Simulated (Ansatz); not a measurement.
input.yaml (Ansatz)

```yaml
crystal:
  lattice:
    - [2.8861989086, 0.0, 0.0]
    - [-1.4430994543, 2.4995215753, 0.0]
    - [0.0, 0.0, 10.0]
  atoms:
    - { symbol: Ag, position: [0.3333333333, 0.6666666667, 0.25] }
    - { symbol: Ag, position: [0.6666666667, 0.3333333333, 0.75] }
    - { symbol: Ag, position: [0.0, 0.0, 0.0] }
    - { symbol: Ag, position: [0.0, 0.0, 0.5] }
hamiltonian:
  xc: revpbe
  pseudopotentials:
    kind: paw
    azcp:
      Ag: "pseudopotentials/Ag.paw.azcp"
basis:
  ecutwfc: 420
  fft_grid_basis: typed
kpoints:
  mp_grid: { grid: [13, 13, 3], shift: [0, 0, 0] }
magnetization:
  spin_polarized: false
scf:
  occupations: { method: fermi_dirac, width: 0.1 }
relax:
  max_steps: 60
  f_tol: 0.01
  cell: {}
```

Terminal output

```
Engine: ansatz 0.2.0, x86_64-unknown-linux-gnu
Pseudopotentials: kind: paw
Pseudopotential: Ag, paw, valence charge 19, recommended cutoff 420 eV (normal) 
Functional definition: revPBE
  parameter kappa = 1.245
  parameter beta = 0.06672455060314922
  exchange = pbe_x(kappa = kappa, mu = beta*pi^2/3)
  correlation = pbe_c(beta = beta)
Crystal: 4 atoms, lattice volume = 72.141 Å³
Basis set: ecut = 420 eV, 1401 PW (Γ), exchange–correlation on 40×40×144 points (8 copies of the dense FFT grid, shifted against one another)
Bands: 46, of which v1, the nominal top of the filled ones, is band 38 counted from 1 (37 counted from 0)
Symmetry: 24 space group operations
Space group: P63/mmc (ITA 194), of the structure as read, at distance tolerance 4.2e-5 Å
k-points: 42 of 507
Non-local potential: Ag, projectors of the file, l = 0: 3, l = 1: 2, l = 2: 2, l = 3: 1
PAW form: soft (Blöchl's): semilocal exchange-correlation on the pseudo side does not see the compensation charge
PAW frozen core: Ag, regenerated for the run's functional, and the local potential with it (the file was generated under x = pbe(κ = 0.804, μ = 0.2195149727645171), c = pbe(β = 0.06672455060314922))
PAW one-centre angular grid: Ag, 590 points (default); XC on 64 Gauss nodes
Initial density: superposition of atomic densities (neutral atoms: chi_scale 0, normalization atom), corrected by the library's trained network
Initial wavefunctions: pseudopotential atomic-orbital guess
Functional: x = revpbe(κ = 1.245, μ = 0.2195149727645171), c = pbe(β = 0.06672455060314922)
SCF iter   1: F=—  HF=-30384.925770 eV  |F-HF|=—  |Δ(HF+E_count)|=         —  Δρ=3.70e-3  dr2=8.63e-3  ethr=1.77e-3  ⟨swp⟩=5.5  Hψ=6159  notcnv=0  defer=50
SCF iter   2: F=—  HF=-30384.925389 eV  |F-HF|=—  |Δ(HF+E_count)|=   3.80e-4  Δρ=1.24e-3  dr2=7.27e-4  ethr=1.14e-5  ⟨swp⟩=2.0  Hψ=3037  notcnv=0  defer=49
SCF iter   3: F=—  HF=-30384.925472 eV  |F-HF|=—  |Δ(HF+E_count)|=   8.24e-5  Δρ=5.11e-4  dr2=8.28e-5  ethr=9.56e-7  ⟨swp⟩=2.2  Hψ=2493  notcnv=0  defer=49
SCF iter   4: F=—  HF=-30384.925515 eV  |F-HF|=—  |Δ(HF+E_count)|=   4.28e-5  Δρ=6.19e-5  dr2=2.39e-6  ethr=1.09e-7  ⟨swp⟩=2.2  Hψ=2983  notcnv=0  defer=49
SCF iter   5: F=—  HF=-30384.925515 eV  |F-HF|=—  |Δ(HF+E_count)|=   2.29e-7  Δρ=1.82e-5  dr2=4.18e-7  ethr=3.14e-9  ⟨swp⟩=2.0  Hψ=2820  notcnv=0  defer=49
SCF iter   6: F=-30384.925515 eV  HF=-30384.925515 eV  |F-HF|=2.41e-8  |Δ(HF+E_count)|=   7.76e-8  Δρ=7.60e-6  dr2=3.63e-8  ethr=1.32e-10  ⟨swp⟩=4.0  Hψ=6248  notcnv=0
SCF 1 converged in 6 iterations: F = -30384.925515 eV  dr2 = 3.63e-8
relax step   1: F+E_penalty+E_count = -30384.92551465 eV  Δ(F+E_penalty+E_count) = +0.000e0 eV  max|allowed force component| = 1.388e-17 eV/Å  Δτ_max = 0.0000 Å  P = +2.177 GPa  Ω = 72.141 Å³  (6 SCF iters, dr2 threshold 1.00e-7 eV, accepted)
...
Initial wavefunctions: pseudopotential atomic-orbital guess (no wavefunctions were taken with the density)
iter 1 solved again at ethr=2.57e-9 eV; its pass at ethr=3.10e-3 eV (dr2=1.96e-6 eV) is discarded
SCF iter   1: F=—  HF=-30384.966813 eV  |F-HF|=—  |Δ(HF+E_count)|=         —  Δρ=1.17e-4  dr2=1.49e-6  ethr=2.57e-9  ⟨swp⟩=4.2  Hψ=12120  notcnv=0
SCF iter   2: F=—  HF=-30384.966820 eV  |F-HF|=—  |Δ(HF+E_count)|=   6.48e-6  Δρ=6.01e-5  dr2=3.89e-7  ethr=1.97e-9  ⟨swp⟩=2.0  Hψ=3245  notcnv=0
SCF iter   3: F=—  HF=-30384.966823 eV  |F-HF|=—  |Δ(HF+E_count)|=   2.91e-6  Δρ=6.84e-6  dr2=8.91e-9  ethr=5.11e-10  ⟨swp⟩=2.1  Hψ=2950  notcnv=0
SCF iter   4: F=—  HF=-30384.966823 eV  |F-HF|=—  |Δ(HF+E_count)|=   2.29e-8  Δρ=1.58e-6  dr2=1.11e-9  ethr=1.17e-11  ⟨swp⟩=2.1  Hψ=3357  notcnv=0
SCF iter   5: F=—  HF=-30384.966823 eV  |F-HF|=—  |Δ(HF+E_count)|=   1.18e-9  Δρ=3.28e-7  dr2=8.28e-11  ethr=1.46e-12  ⟨swp⟩=2.0  Hψ=2837  notcnv=0
SCF iter   6: F=-30384.966823 eV  HF=-30384.966823 eV  |F-HF|=0.00e0  |Δ(HF+E_count)|=  4.00e-11  Δρ=8.47e-8  dr2=4.84e-12  ethr=1.00e-12  ⟨swp⟩=4.0  Hψ=6137  notcnv=0
SCF 5 converged in 6 iterations: F = -30384.966823 eV  dr2 = 4.84e-12
relax step   5: F+E_penalty+E_count = -30384.96682268 eV  Δ(F+E_penalty+E_count) = -5.294e-4 eV  max|allowed force component| = 9.252e-18 eV/Å  Δτ_max = 0.0000 Å  P = -0.005 GPa  Ω = 73.745 Å³  stress off target by 1.41e-2 GPa  SCF on the basis re-selected at this cell (its energy is not comparable with the rows above)  (6 SCF iters)
basis re-selected at this cell: Δ(F+E_penalty+E_count) = -5.294e-4 eV, ΔP = -0.012 GPa vs the last step (what re-selecting the basis moved, of the pressure what is left beyond the Pulay correction that the steps carried, after the strain that the cell walked since its last selection, with what the two solves' SCF thresholds leave and, on support functions, any second-order correction that the steps lacked; it is no measure of the basis error at this ecutwfc). This SCF's stress stands 1.41e-2 GPa from its target on what of the cell is left free (relax.cell.stress_tol is 5.00e-2 GPa) and its largest allowed force component is 9.25e-18 eV/Å (relax.f_tol is 1.00e-2 eV/Å): within both
SCF converged after 6 iterations
Free energy (F): -30384.966823 eV
Harris-Foulkes:  -30384.966823 eV  (|F-HF|=0.00e0)
Internal energy: -30384.926197 eV  (E = F + TS)
E sigma→0 (E₀):  -30384.946510 eV
Entropy (-TS):   -0.040626 eV (-10.157 meV/atom)
Fermi energy:    15.927382 eV
--- Per-component energies (eV) ---
  E_band       = -1042.673980
  E_kinetic    = 2106.829573
  E_local      = -9261.879119  (includes V_loc(G=0)·N_el)
  E_nonlocal   = 318.056588
  E_hartree    = 4188.786912
  E_xc         = -738.733688
  E_vxc        = -937.261046  (∫ρ·V_xc dr)
  E_paw        = -15631.245256  (= ΣΔE_a)
  E_vpaw       = -1645.994983  (= ΣTr[D̂ρ^β])
  E_aug_tail   = 0.001306  (compensation charges beyond the density's cutoff)
  E_ewald      = -11366.424675
  E_core_change = -0.317837  (= ΣΔE_core)
  E_smearing   = -0.040626  (= −TS)
  E_closure    = -0.000000  (closes the sum)
  Σ components = -30384.966823   (vs F -30384.966823, Δ=0.00e0)
--- Forces (eV/Å), atoms counted from 1 ---
  atom   1  Ag     0.00000000    -0.00000000    -0.00000000
  atom   2  Ag    -0.00000000     0.00000000     0.00000000
  atom   3  Ag    -0.00000000     0.00000000    -0.00000000
  atom   4  Ag    -0.00000000    -0.00000000     0.00000000
  max |Σ_I F_I| component: 2.31e-18 eV/Å
--- Stress (GPa, compression-positive) ---
       -0.014059      -0.000000       0.000000
       -0.000000      -0.014059      -0.000000
        0.000000      -0.000000       0.013737
  P = ⅓ Tr σ = -0.0048 GPa (-0.048 kbar)
--- Relaxed structure (4 steps of the walk, 4 accepted, 1 SCFs on fresh bases) ---
  F+E_penalty+E_count = -30384.96682268 eV   max|allowed force component| = 9.252e-18 eV/Å   (the final SCF, on the basis selected at the relaxed cell)
  cell:  # Å, volume = 73.7448 Å³
    - [2.9549326843031865, 0.0, 0.0]
    - [-1.4774663421515932, 2.5590467710795024, 0.0]
    - [0.0, 0.0, 9.752268045640012]
  atoms:
    - { symbol: Ag, position: [0.33333333333333326, 0.6666666666666666, 0.25] }
    - { symbol: Ag, position: [0.6666666666666667, 0.33333333333333326, 0.7500000000000001] }
    - { symbol: Ag, position: [-1.1634255582444083e-34, 5.056533772356078e-35, 7.021619588911797e-37] }
    - { symbol: Ag, position: [-1.3968580142861987e-34, 3.932859600721394e-35, 0.5] }
```
